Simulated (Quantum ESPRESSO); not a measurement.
# F on fcc sites of Co(0001), stepped through the coverage, part 8 of 10

Aim: how the results for F on fcc sites of Co(0001) change with the coverage.

Quantum ESPRESSO 7.5; plane-wave DFT, PBE, GBRV ultrasoft pseudopotentials.

So far. Step 8 (SCF with pw.x, 0.1667 ML): Inside the slab this potential holds the local part of the pseudopotentials, which can be repulsive at the nuclei; only its value in the vacuum has a meaning of its own. Step 9 (Relaxing the ions, 0.75 ML): The relaxation lowers the energy by 156 meV an atom. On the free atoms the largest force ends at 0.037 eV/Å.

### Step 10. SCF with pw.x, 0.75 ML

m6.esm.in

```
&control
  prefix = 'm6.esm'
  outdir = './out'
  pseudo_dir = './pseudo'
  calculation = 'scf'
  tprnfor = .true.
/
&system
  ibrav = 0
  nat = 15
  ntyp = 2
  ecutwfc = 40
  ecutrho = 200
  occupations = 'smearing'
  smearing = 'mv'
  degauss = 0.02
  assume_isolated = 'esm'
  esm_bc = 'bc1'
  nspin = 2
  starting_magnetization(1) = 0.28
/
&electrons
  conv_thr = 1e-07
  mixing_beta = 0.25
  electron_maxstep = 160
  mixing_mode = 'local-TF'
  mixing_ndim = 12
/
ATOMIC_SPECIES
  Co  58.9332  co_pbe_v1.2.uspp.F.UPF
  F   18.9984  f_pbe_v1.4.uspp.F.UPF
CELL_PARAMETERS angstrom
  4.98149698400000 0.00000000000000 0.00000000000000
  2.49074849200000 4.31410293701956 0.00000000000000
  0.00000000000000 0.00000000000000 19.00516934814567
ATOMIC_POSITIONS crystal
  Co  0.833333333300 0.333333333300 -0.143798317100
  Co  0.333333333300 0.833333333300 -0.143798317100
  Co  0.333333333300 0.333333333300 -0.143798317100
  Co  0.833333333300 0.833333333300 -0.143798317100
  Co  0.166666666700 0.666666666700 -0.037714788300
  Co  0.666666666700 0.166666666700 -0.037714788300
  Co  0.666666666700 0.666666666700 -0.037714788300
  Co  0.166666666700 0.166666666700 -0.037714788300
  Co  0.838976204000 0.322047592000 0.069780034300
  Co  0.322047592000 0.838976204000 0.069780034300
  Co  0.333333333300 0.333333333300 0.071516701600
  Co  0.838976204000 0.838976204000 0.069780034300
  F   -0.003132430600 0.501566215300 0.143798317100
  F   0.501566215300 -0.003132430600 0.143798317100
  F   0.501566215300 0.501566215300 0.143798317100
K_POINTS automatic
  5 5 1 0 0 0
```

The run is started by

```console
OMP_NUM_THREADS=1 mpirun -n 8 pw.x -nk 2 -in m6.esm.in > m6.esm.out
```

Log:

```text
[banner, memory and clock lines left out]
Program PWSCF v.7.5 starts
[...]
Message from routine setup:
[...]
number of electrons       =       225.00
     number of Kohn-Sham states=          136
     kinetic-energy cutoff     =      40.0000  Ry
     charge density cutoff     =     200.0000  Ry
[...]
number of k points=     5  Marzari-Vanderbilt smearing, width (Ry)=  0.0200
[...]
Dense  grid:   131681 G-vectors     FFT dimensions: (  45,  45, 162)
[...]
negative rho (up, down):  2.702E-04 2.213E-04
     Starting wfcs are  168 randomized atomic wfcs
[...]
negative rho (up, down):  2.666E-01 2.481E-01
[...]
estimated scf accuracy    <    2039.60168873 Ry
     total magnetization       =     9.37 Bohr mag/cell
     absolute magnetization    =    12.76 Bohr mag/cell
[...]
negative rho (up, down):  3.589E-01 9.313E-02
[...]
estimated scf accuracy    <     430.86437758 Ry
     total magnetization       =     7.50 Bohr mag/cell
     absolute magnetization    =    14.49 Bohr mag/cell
[...]
negative rho (up, down):  3.337E-01 1.048E-01
[...]
estimated scf accuracy    <     106.53498408 Ry
     total magnetization       =    17.19 Bohr mag/cell
     absolute magnetization    =    19.62 Bohr mag/cell
[...]
negative rho (up, down):  2.809E-01 1.007E-01
[...]
estimated scf accuracy    <      29.13489386 Ry
     total magnetization       =    25.33 Bohr mag/cell
     absolute magnetization    =    27.25 Bohr mag/cell
[...]
negative rho (up, down):  2.190E-01 9.673E-02
[...]
estimated scf accuracy    <      29.35944472 Ry
     total magnetization       =    23.00 Bohr mag/cell
     absolute magnetization    =    25.27 Bohr mag/cell
[...]
negative rho (up, down):  1.915E-01 9.125E-02
[...]
estimated scf accuracy    <      21.12482907 Ry
     total magnetization       =    20.97 Bohr mag/cell
     absolute magnetization    =    23.87 Bohr mag/cell
[...]
negative rho (up, down):  8.759E-02 6.256E-02
[...]
estimated scf accuracy    <      13.89259165 Ry
     total magnetization       =    21.89 Bohr mag/cell
     absolute magnetization    =    24.68 Bohr mag/cell
[...]
negative rho (up, down):  6.761E-02 5.168E-02
[...]
estimated scf accuracy    <       2.29910822 Ry
     total magnetization       =    21.84 Bohr mag/cell
     absolute magnetization    =    24.39 Bohr mag/cell
[...]
negative rho (up, down):  4.846E-02 3.696E-02
[...]
estimated scf accuracy    <       2.65058035 Ry
     total magnetization       =    22.10 Bohr mag/cell
     absolute magnetization    =    23.40 Bohr mag/cell
[...]
negative rho (up, down):  2.893E-02 2.190E-02
[...]
estimated scf accuracy    <       1.45805708 Ry
     total magnetization       =    22.52 Bohr mag/cell
     absolute magnetization    =    23.91 Bohr mag/cell
[...]
negative rho (up, down):  1.445E-02 9.332E-03
[...]
estimated scf accuracy    <       1.44690558 Ry
     total magnetization       =    22.62 Bohr mag/cell
     absolute magnetization    =    24.07 Bohr mag/cell
[...]
negative rho (up, down):  5.742E-05 1.096E-06
[...]
estimated scf accuracy    <       1.53863842 Ry
     total magnetization       =    22.94 Bohr mag/cell
     absolute magnetization    =    24.36 Bohr mag/cell
[...]
negative rho (up, down):  2.934E-05 1.068E-04
[...]
estimated scf accuracy    <       0.00005850 Ry
     total magnetization       =    22.90 Bohr mag/cell
     absolute magnetization    =    24.98 Bohr mag/cell
[...]
negative rho (up, down):  1.595E-04 1.086E-04
[...]
estimated scf accuracy    <       0.00000735 Ry
     total magnetization       =    22.90 Bohr mag/cell
     absolute magnetization    =    24.98 Bohr mag/cell
[...]
negative rho (up, down):  1.565E-04 1.092E-04
[...]
estimated scf accuracy    <       0.00000479 Ry
     total magnetization       =    22.90 Bohr mag/cell
     absolute magnetization    =    24.98 Bohr mag/cell
[...]
negative rho (up, down):  1.560E-04 1.608E-04
[...]
estimated scf accuracy    <       0.00000203 Ry
     total magnetization       =    22.90 Bohr mag/cell
     absolute magnetization    =    24.98 Bohr mag/cell
[...]
negative rho (up, down):  1.601E-04 1.382E-04
[...]
estimated scf accuracy    <       0.00000026 Ry
     total magnetization       =    22.90 Bohr mag/cell
     absolute magnetization    =    24.98 Bohr mag/cell
[...]
negative rho (up, down):  1.641E-04 1.404E-04
[...]
estimated scf accuracy    <       0.00000043 Ry
     total magnetization       =    22.90 Bohr mag/cell
     absolute magnetization    =    24.98 Bohr mag/cell
[...]
negative rho (up, down):  1.612E-04 1.423E-04
[...]
estimated scf accuracy    <       0.00000035 Ry
     total magnetization       =    22.90 Bohr mag/cell
     absolute magnetization    =    24.98 Bohr mag/cell
[...]
negative rho (up, down):  1.410E-04 1.346E-04
[...]
estimated scf accuracy    <       0.00000031 Ry
     total magnetization       =    22.90 Bohr mag/cell
     absolute magnetization    =    24.98 Bohr mag/cell
[...]
negative rho (up, down):  1.299E-04 1.293E-04
[...]
estimated scf accuracy    <       0.00000011 Ry
     total magnetization       =    22.90 Bohr mag/cell
     absolute magnetization    =    24.98 Bohr mag/cell
[...]
negative rho (up, down):  1.403E-04 1.277E-04
[...]
the Fermi energy is    -5.9754 ev
!    total energy              =   -3727.41105212 Ry
     estimated scf accuracy    <       0.00000001 Ry
     smearing contrib. (-TS)   =       0.00535766 Ry
     internal energy E=F+TS    =   -3727.41640977 Ry
[...]
one-electron contribution =   32333.30363941 Ry
     hartree contribution      =  -16213.58473002 Ry
     xc contribution           =    -420.01988338 Ry
     ewald contribution        =  -19427.11543579 Ry
     total magnetization       =    22.90 Bohr mag/cell
     absolute magnetization    =    24.98 Bohr mag/cell
     convergence has been achieved in  48 iterations
     negative rho (up, down):  1.403E-04 1.277E-04
[...]
Total force =     0.037494     Total SCF correction =     0.000781
[...]
```

It took 6.5 min on 8 MPI ranks of Arm Neoverse V1, shared host; peak memory 1.4 GiB; 52 min of CPU time.

Read from the output:

| Item | Value |
| --- | --- |
| free energy | -50714.0109 eV |
| Fermi energy | -5.975 eV |
| absolute moment | 24.98 μB |
| vacuum line at the lower end of the cell, over the Fermi level | 5.055 eV |
| vacuum line at the upper end of the cell, over the Fermi level | 6.896 eV |

Inside the slab this potential holds the local part of the pseudopotentials, which can be repulsive at the nuclei; only its value in the vacuum has a meaning of its own.

(Part 8 of 10 ends here.)

[Logs are printed without paths, hosts, clocks, repeated set-up lines and the standing remarks that a program may print on its own settings, such as how far it seeks lower states.]

[Hosts, paths, dates, database ids (printed as entryN), source tags and the programs' standing remarks are cut or masked in the printed files.]

[Maps of the electrostatic potential energy from Ansatz leave out the sawtooth potential of an applied field or a dipole correction, so their vacuum need not be flat; planar profiles and work functions include it.]
